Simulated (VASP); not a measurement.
# Ti3Al (Fm-3m) in VASP: further runs, part 2 of 2

VASP 6.6.1.

**3. Single point, PBEsol**

The input, INCAR:

```
  PREC = Accurate
  ENCUT = 520
  EDIFF = 1E-6
  ISMEAR = 0
  SIGMA = 0.1
  LREAL = False
  LASPH = True
  NELM = 80
  ALGO = Normal
  ISIF = 2
  LWAVE = False
  LCHARG = True
  GGA = PS
  LELF = True
  LVHAR = True
```

The input, KPOINTS:

```
Automatic mesh
0
Gamma
  18 18 18
```

The input, POSCAR:

```
Ti3Al
1.0
    0.0000000000      3.1842200000      3.1842200000
    3.1842200000      0.0000000000      3.1842200000
    3.1842200000      3.1842200000      0.0000000000
Ti Al
3 1
Direct
    0.7500000000      0.7500000000      0.7500000000
    0.2500000000      0.2500000000      0.2500000000
    0.0000000000      0.0000000000      0.0000000000
    0.5000000000      0.5000000000      0.5000000000
```

Potentials or basis: VASP PAW PBE potentials, release 64 (Ti_sv, Al).

Run with:

```bash
$ cat potpaw_PBE.64/Ti_sv/POTCAR potpaw_PBE.64/Al/POTCAR > POTCAR
$ mpirun -np 1 vasp_std > vasp.out
```

Wall time 2.3 min (1 thread of Intel Xeon 6975P-C (Granite Rapids), shared host); peak memory 0.39 GiB.

Results (log left out):

| Item | Value |
| --- | --- |
| Free energy | -29.6987 eV |
| Pressure | 0.0 GPa |
| Band gap on the k mesh | none (metal or under the smearing width) |

Levels at points of the mesh, in eV from the Fermi level:
```csv
k point,band 17,band 18,band 19,band 20,band 21,band 22
"(0.00, 0.00, 0.00)",-1.75,-1.75,0.03,0.03,0.03,2.37
"(0.50, 0.00, 0.00)",-0.39,-0.32,-0.32,-0.04,-0.04,0.84
"(0.50, 0.50, 0.00)",-0.58,-0.58,-0.13,-0.11,-0.11,1.28
```

Caveat: the PAW data sets were made with another functional, which shifts forces and pressure a little.

**4. Single point, PBEsol**

Changes to INCAR since step 3:

```diff
@@ -4,3 +4,3 @@
   ISMEAR = 0
-  SIGMA = 0.1
+  SIGMA = 0.5
   LREAL = False
```

The input, KPOINTS:

```
Automatic mesh
0
Gamma
  12 12 12
```

POSCAR is that of step 3.

Potentials or basis: VASP PAW PBE potentials, release 64 (Ti_sv, Al).

Run with:

```bash
$ cat potpaw_PBE.64/Ti_sv/POTCAR potpaw_PBE.64/Al/POTCAR > POTCAR
$ mpirun -np 1 vasp_std > vasp.out
```

OUTCAR:

```text
PREC = Accurate
   ENCUT = 520
   EDIFF = 1E-6
   ISMEAR = 0
   LREAL = False
   LASPH = True
   NELM = 80
   ISIF = 2
   GGA = PS

 ion  position               nearest neighbor table
   1  0.750  0.750  0.750-   4 2.76   4 2.76   4 2.76   3 2.76   4 2.76   3 2.76   3 2.76   3 2.76

   2  0.250  0.250  0.250-   3 2.76   3 2.76   3 2.76   3 2.76   4 2.76   4 2.76   4 2.76   4 2.76

   3  0.000  0.000  0.000-   1 2.76   1 2.76   1 2.76   1 2.76   2 2.76   2 2.76   2 2.76   2 2.76

   4  0.500  0.500  0.500-   2 2.76   2 2.76   2 2.76   1 2.76   2 2.76   1 2.76   1 2.76   1 2.76
[... 820 lines left out ...]

 [... further k-points ...]
[... 5 lines left out ...]
  --------------------------------------------------------------------------------------
  -------------------------------------------------------------------------------------
  Total        0.4199548      0.4199548      0.4199548     -0.0000000     -0.0000000      0.0000000
  in kB       10.4201489     10.4201489     10.4201489     -0.0000000     -0.0000000      0.0000000
  external PRESSURE =      10.4201489 kB  Pullay stress =       0.0000000 kB

 VOLUME and BASIS-vectors are now :
 -----------------------------------------------------------------------------
  energy-cutoff  :      520.00
  volume of cell :       64.57
      direct lattice vectors                 reciprocal lattice vectors
     0.000000000  3.184220000  3.184220000    -0.157024326  0.157024326  0.157024326
     3.184220000  0.000000000  3.184220000     0.157024326 -0.157024326  0.157024326
     3.184220000  3.184220000  0.000000000     0.157024326  0.157024326 -0.157024326

 POSITION                                       TOTAL-FORCE (eV/Angst)
 -----------------------------------------------------------------------------------
      4.77633      4.77633      4.77633         0.000000      0.000000      0.000000
      1.59211      1.59211      1.59211        -0.000000     -0.000000     -0.000000
      0.00000      0.00000      0.00000        -0.000000      0.000000      0.000000
      3.18422      3.18422      3.18422        -0.000000      0.000000      0.000000
 -----------------------------------------------------------------------------------
    total drift:                                0.000000      0.000000      0.000000

  FREE ENERGIE OF THE ION-ELECTRON SYSTEM (eV)
  ---------------------------------------------------
  free  energy   TOTEN  =       -30.1052960935 eV

  energy  without entropy=      -29.3361872303  energy(sigma->0) =      -29.72074166
```

OSZICAR:

```text
N       E                     dE             d eps       ncg     rms          rms(c)
DAV:   1     0.443880329739E+03    0.44388E+03   -0.20035E+04  3312   0.197E+03
DAV:   2     0.187911714409E+02   -0.42509E+03   -0.42249E+03  3326   0.568E+02
DAV:   3    -0.295499586017E+02   -0.48341E+02   -0.47818E+02  6544   0.162E+02
DAV:   4    -0.339476383735E+02   -0.43977E+01   -0.43720E+01  5010   0.401E+01
DAV:   5    -0.341517827177E+02   -0.20414E+00   -0.20381E+00  5241   0.821E+00    0.163E+01
DAV:   6    -0.300176783998E+02    0.41341E+01   -0.23832E+01  4356   0.434E+01    0.378E+00
DAV:   7    -0.301645063531E+02   -0.14683E+00   -0.25120E+00  5196   0.152E+01    0.359E+00
DAV:   8    -0.300951626723E+02    0.69344E-01   -0.11194E+00  4463   0.865E+00    0.252E+00
DAV:   9    -0.301120092607E+02   -0.16847E-01   -0.34140E-01  3928   0.546E+00    0.655E-01
DAV:  10    -0.301038826142E+02    0.81266E-02   -0.73132E-02  4096   0.224E+00    0.274E-01
DAV:  11    -0.301052782205E+02   -0.13956E-02   -0.85780E-03  4990   0.743E-01    0.993E-02
DAV:  12    -0.301052999498E+02   -0.21729E-04   -0.35749E-04  4659   0.148E-01    0.424E-02
DAV:  13    -0.301052957372E+02    0.42126E-05   -0.41118E-05  4506   0.498E-02    0.126E-02
DAV:  14    -0.301052956674E+02    0.69726E-07   -0.14152E-05  4538   0.228E-02    0.310E-03
DAV:  15    -0.301052960935E+02   -0.42604E-06   -0.37844E-06  2643   0.608E-03
   1 F= -.30105296E+02 E0= -.29720742E+02  d E =-.769109E+00
```

Run time: 57 s. Hardware: 1 thread of Intel Xeon 6975P-C (Granite Rapids), shared host; peak memory 0.25 GiB.

Results:

```yaml
Free_energy: -30.1053 eV
Pressure: 1.0 GPa
Band_gap_on_the_k_mesh: none (metal or under the smearing width)
```

Caveat: the PAW data sets were made with another functional, which shifts forces and pressure a little.

**5. Summary**

| k mesh | cutoff (eV) | smearing | gap on the mesh (eV) | pressure (GPa) |
| --- | --- | --- | --- | --- |
| 12 × 12 × 12 | 700 | gaussian 0.1 eV | none | 0.0 |
| 18 × 18 × 18 | 520 | gaussian 0.1 eV | none | 0.0 |
| 12 × 12 × 12 | 520 | gaussian 0.5 eV | none | 1.0 |

Alike in all rows: task single point; level PBEsol; potentials or basis VASP PAW PBE potentials, release 64 (Ti_sv, Al); no spin polarisation; cell as given.

Every run on the cell as given and a fine mesh finds a metal.

Caveats: the PAW data sets were made with another functional, which shifts forces and pressure a little.

Absolute energies hang on the potentials; compare differences alone.
